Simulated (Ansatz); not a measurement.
ZnGeP2 (I-42d) from a database of computed structures at its r2SCAN geometry, run in the plane-wave code Ansatz at 4 levels of theory. No spin polarisation and no zero-point or thermal motion.

The LDA input:
```yaml
crystal:
  lattice:
    - [-2.7233405848, 2.7233405848, 5.365585844]
    - [2.7233405848, -2.7233405848, 5.365585844]
    - [2.7233405848, 2.7233405848, -5.365585844]
  atoms:
    - { symbol: Zn, position: [0.75, 0.25, 0.5] }
    - { symbol: Zn, position: [0.0, 0.0, 0.0] }
    - { symbol: Ge, position: [0.25, 0.75, 0.5] }
    - { symbol: Ge, position: [0.5, 0.5, 0.0] }
    - { symbol: P, position: [0.1292100357, 0.625, 0.0042100357] }
    - { symbol: P, position: [0.875, 0.8707899643, 0.4957899643] }
    - { symbol: P, position: [0.375, 0.3792100357, 0.5042100357] }
    - { symbol: P, position: [0.6207899643, 0.125, 0.9957899643] }
kpoints:
  mp_grid: { grid: [6, 6, 6] }
  band_path:
    path:
      - [0.0, 0.0, 0.0]
      - [0.0, 0.0, 0.5]
      - [0.25, 0.25, 0.25]
      - [0.0, 0.5, 0.0]
      - [0.5, 0.5, -0.5]
      - [0.3144035238, 0.6855964762, -0.3144035238]
      - [-0.3144035238, 0.3144035238, 0.3144035238]
      - [-0.1288070476, 0.1288070476, 0.5]
      - [0.5, 0.5, -0.1288070476]
      - [0.432292, -0.4375, 0.4375]
    npoints: 1
hamiltonian:
  xc: lda
scf:
  occupations: { method: fixed }
  n_extra_bands: 6
output:
  forces: true
  stress: true
  eigenvalues: true
```

Main results, then, where recorded, the levels near the gap in eV from the Fermi energy (columns number the bands from 0), one row a point of the path (Γ, X, P, N, M, S, S₀, R, G, (0.432, -0.438, 0.438)):
```
Crystal: 8 atoms, lattice volume = 159.177 Å³
Symmetry: 8 space group operations
Space group: I-42d (ITA 122)
```
```
Basis set: ecut = 420 eV, 3041 PW (Γ)
k-points: 30 of 216 (time reversal used)
SCF 1 converged in 8 iterations: F = -17829.466948 eV  dr2 = 1.36e-8
Free energy (F): -17829.466948 eV
Fermi energy:    7.167653 eV
--- Forces (eV/Å), atoms counted from 1 ---
  atom   1  Zn      0.00000      0.00000      0.00000
  atom   2  Zn      0.00000      0.00000      0.00000
  atom   3  Ge      0.00000      0.00000      0.00000
  atom   4  Ge      0.00000      0.00000      0.00000
  atom   5  P       0.00000    -0.17602      0.00000
  atom   6  P       0.17602      0.00000      0.00000
  atom   7  P     -0.17602      0.00000      0.00000
  atom   8  P       0.00000      0.17602      0.00000
--- Stress (GPa, compression-positive) ---
       -2.947910       0.000000       0.000000
        0.000000      -2.947910       0.000000
        0.000000       0.000000      -2.848703
  P = ⅓ Tr σ = -2.9148 GPa (-29.148 kbar)
```
```tsv
band_33	band_34	band_35	band_36	band_37	band_38
-0.080	-0.080	0.000	1.223	1.260	1.509
-1.212	-0.757	-0.757	1.101	1.101	2.910
-1.190	-1.128	-1.128	1.771	1.771	2.724
-1.903	-1.662	-0.986	2.312	2.430	2.719
-1.952	-1.370	-1.370	1.145	1.145	1.356
-2.125	-1.179	-0.860	1.316	2.385	2.472
-2.125	-1.179	-0.860	1.316	2.385	2.472
-1.314	-1.115	-1.115	1.493	1.493	3.406
-1.314	-1.115	-1.115	1.493	1.493	3.406
-1.733	-1.591	-1.287	1.085	1.439	1.620
```

With LDA the valence top lies at Γ and the conduction bottom at k = (0.432, -0.438, 0.438), 1.09 eV higher; the smallest vertical gap, at Γ, is 1.22 eV. The lowest empty level at X lies only 16 meV higher, so the place of the conduction bottom isn't settled.

Task: In the first input these blocks are replaced (the band path and keys that only write files left aside):
```yaml
hamiltonian:
  xc: r2scan
```
What comes out?

Result:
```
Basis set: ecut = 500 eV, 4007 PW (Γ)
k-points: 30 of 216 (time reversal used)
SCF 1 converged in 8 iterations: F = -18296.129911 eV  dr2 = 2.63e-8
Free energy (F): -18296.129911 eV
Fermi energy:    7.247158 eV
--- Forces (eV/Å), atoms counted from 1 ---
  atom   1  Zn      0.00000      0.00000      0.00000
  atom   2  Zn      0.00000      0.00000      0.00000
  atom   3  Ge      0.00000      0.00000      0.00000
  atom   4  Ge      0.00000      0.00000      0.00000
  atom   5  P       0.00000    -0.00112      0.00000
  atom   6  P       0.00112      0.00000      0.00000
  atom   7  P     -0.00112      0.00000      0.00000
  atom   8  P       0.00000      0.00112      0.00000
--- Stress (GPa, compression-positive) ---
       -0.001564       0.000000       0.000000
        0.000000      -0.001564       0.000000
        0.000000       0.000000      -0.009311
  P = ⅓ Tr σ = -0.0041 GPa (-0.041 kbar)
```
```tsv
band_33	band_34	band_35	band_36	band_37	band_38
-0.081	-0.081	0.000	1.627	1.854	1.893
-1.252	-0.784	-0.784	1.552	1.552	3.364
-1.225	-1.149	-1.149	2.165	2.165	3.223
-1.938	-1.703	-0.999	2.687	2.799	3.079
-2.013	-1.415	-1.415	1.491	1.491	1.724
-2.182	-1.207	-0.883	1.658	2.790	2.881
-2.182	-1.207	-0.883	1.658	2.790	2.881
-1.353	-1.124	-1.124	1.926	1.926	3.794
-1.353	-1.124	-1.124	1.926	1.926	3.794
-1.772	-1.630	-1.318	1.430	1.785	1.985
```
With r2SCAN the valence top lies at Γ and the conduction bottom at k = (0.432, -0.438, 0.438), 1.43 eV higher; the smallest vertical gap, at Γ, is 1.63 eV. The mean stress is close to zero (0.00 GPa).

DDH-PBE0. Against the first input these blocks differ (the band path and keys that only write files left aside):
```yaml
crystal:
  # lattice and atoms as above
  host: atoms
kpoints:
  mp_grid: { grid: [4, 4, 4] }
hamiltonian:
  xc:
    exchange: pbe
    correlation: pbe
    exx: { coeff: inverse_dielectric }
```

```
ε∞ on k-mesh 4×4×4 of a primitive cell: xx 11.7864, yy 11.7864, zz 12.0962; 3/Tr ε∞, of that cell with its empty space = 0.08410673178397798
Basis set: ecut = 420 eV, 3041 PW (Γ)
k-points: 13 of 64 (time reversal used)
SCF 1 stopped early in 3 iterations: F = -18252.546481 eV  dr2 = 3.91e-5
Exchange kernel: α = 0.0841, full range, Wigner–Seitz truncation, v(0) = 16240.0353 eV·Å³, q-mesh 4×4×4
SCF 2 converged in 7 iterations: F = -18254.030552 eV  dr2 = 9.06e-8
hybrid outer 1: dexx = +2.476e-3 eV, tail = 2.30e-6 eV
SCF 3 converged in 5 iterations: F = -18254.030541 eV  dr2 = 1.27e-9
hybrid outer 2: dexx = +3.059e-8 eV, tail = 3.06e-9 eV, Δε = 3.93e-4 eV, ΔF = 1.40e-4 eV/Å
Free energy (F): -18254.030541 eV
Fermi energy:    7.167756 eV
--- Forces (eV/Å), atoms counted from 1 ---
  atom   1  Zn      0.00000      0.00000      0.00000
  atom   2  Zn      0.00000      0.00000      0.00000
  atom   3  Ge      0.00000      0.00000      0.00000
  atom   4  Ge      0.00000      0.00000      0.00000
  atom   5  P       0.00000      0.00694      0.00000
  atom   6  P     -0.00694      0.00000      0.00000
  atom   7  P       0.00694      0.00000      0.00000
  atom   8  P       0.00000    -0.00694      0.00000
--- Stress (GPa, compression-positive) ---
        1.798367       0.000000       0.000000
        0.000000       1.798367       0.000000
        0.000000       0.000000       1.723089
  P = ⅓ Tr σ = 1.7733 GPa (17.733 kbar)
```
```tsv
band_33	band_34	band_35	band_36	band_37	band_38
-0.079	-0.079	0.000	1.823	1.914	2.107
-1.244	-0.786	-0.786	1.713	1.713	3.550
-1.220	-1.150	-1.150	2.351	2.351	3.381
-1.949	-1.685	-1.009	2.903	3.022	3.309
-2.002	-1.415	-1.415	1.710	1.710	1.916
-2.184	-1.204	-0.885	1.877	2.985	3.091
-2.184	-1.204	-0.885	1.877	2.985	3.091
-1.344	-1.129	-1.129	2.091	2.091	4.017
-1.344	-1.129	-1.129	2.091	2.091	4.017
-1.772	-1.632	-1.321	1.642	2.007	2.182
```

The DDH-PBE0 gap is indirect, 1.64 eV (Γ to k = (0.432, -0.438, 0.438)), below the direct gap of 1.82 eV at Γ. The mean pressure is +1.8 GPa (compression positive), so DDH-PBE0 would enlarge the cell's volume. The stress of a hybrid is loosely converged here.

PBE0. Against the first input these blocks differ (the band path and keys that only write files left aside):
```yaml
kpoints:
  mp_grid: { grid: [4, 4, 4] }
hamiltonian:
  xc: pbe0
```

```
Basis set: ecut = 420 eV, 3041 PW (Γ)
k-points: 13 of 64 (time reversal used)
SCF 1 stopped early in 3 iterations: F = -18252.542144 eV  dr2 = 5.16e-5
Exchange kernel: α = 0.2500, full range, Wigner–Seitz truncation, v(0) = 16240.0353 eV·Å³, q-mesh 4×4×4
SCF 2 stopped early in 6 iterations: F = -18257.183000 eV  dr2 = 2.33e-5
hybrid outer 1: dexx = +6.005e-2 eV, tail = 2.10e-4 eV
SCF 3 converged in 6 iterations: F = -18257.182725 eV  dr2 = 6.40e-10
hybrid outer 2: dexx = +1.039e-5 eV, tail = 9.93e-8 eV, Δε = 8.03e-3 eV, ΔF = 2.98e-3 eV/Å
SCF 4 converged in 2 iterations: F = -18257.182725 eV  dr2 = 6.01e-10
hybrid outer 3: dexx = +2.061e-9 eV, tail = 1.59e-9 eV, Δε = 8.56e-5 eV, ΔF = 3.00e-5 eV/Å
Free energy (F): -18257.182725 eV
Fermi energy:    6.637257 eV
--- Forces (eV/Å), atoms counted from 1 ---
  atom   1  Zn      0.00000      0.00000      0.00000
  atom   2  Zn      0.00000      0.00000      0.00000
  atom   3  Ge      0.00000      0.00000      0.00000
  atom   4  Ge      0.00000      0.00000      0.00000
  atom   5  P       0.00000      0.19880      0.00000
  atom   6  P     -0.19880      0.00000      0.00000
  atom   7  P       0.19880      0.00000      0.00000
  atom   8  P       0.00000    -0.19880      0.00000
--- Stress (GPa, compression-positive) ---
        0.621851       0.000000       0.000000
        0.000000       0.621851       0.000000
        0.000000       0.000000       0.498618
  P = ⅓ Tr σ = 0.5808 GPa (5.808 kbar)
```
```tsv
band_33	band_34	band_35	band_36	band_37	band_38
-0.077	-0.077	0.000	2.700	2.993	3.070
-1.320	-0.855	-0.855	2.700	2.700	4.607
-1.297	-1.224	-1.224	3.341	3.341	4.440
-2.086	-1.757	-1.085	3.945	4.042	4.328
-2.120	-1.525	-1.525	2.633	2.633	2.797
-2.336	-1.275	-0.955	2.800	3.985	4.168
-2.336	-1.275	-0.955	2.800	3.985	4.168
-1.424	-1.197	-1.197	3.084	3.084	5.069
-1.424	-1.197	-1.197	3.084	3.084	5.069
-1.875	-1.747	-1.418	2.540	2.951	3.085
```

With PBE0 the valence top lies at Γ and the conduction bottom at k = (0.432, -0.438, 0.438), 2.54 eV higher; the smallest vertical gap, at Γ, is 2.70 eV. With the atoms held, the mean pressure is +0.6 GPa (compression positive). (The program warns that its thresholds are loose for a hybrid's stress.)

The hybrids run on coarser meshes, which limits their stresses and small splittings of levels.

Totals of different functionals can't be compared.

The runs are scalar-relativistic, without spin-orbit coupling.
